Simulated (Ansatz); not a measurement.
Input and command of a plane-wave DFT calculation in Ansatz:

```yaml
crystal:
  lattice:
    - [0.0, 2.393518, 2.393518]
    - [2.393518, 0.0, 2.393518]
    - [2.393518, 2.393518, 0.0]
  atoms:
    - { symbol: Mg, position: [0.0, 0.0, 0.0] }
    - { symbol: S, position: [0.5, 0.5, 0.5] }
basis:
  ecutwfc: 420
kpoints:
  mp_grid: { grid: [8, 8, 8] }
hamiltonian:
  xc: pbe
scf:
  occupations: { method: gaussian, width: 0.05 }
output:
  forces: true
  stress: true
  eigenvalues: true
```

```bash
ansatz run input.yaml --threads 1 --pin off --max-ram 2560MiB --backend cpu --events-out ev --progress --plain --runs-dir out
```

Processor: Oxide Virtual Turin-like Processor (Zen 5), 1 thread, on a host shared with other jobs.

Estimate time, memory and problem size.

About 0.85 s on 1 thread of Oxide Virtual Turin-like Processor (Zen 5) (shared host), peak memory 0.31 GiB. It solves 12 bands at 29 k points (the mesh reduced by symmetry) with about 531 plane waves, in 6 SCF iterations.
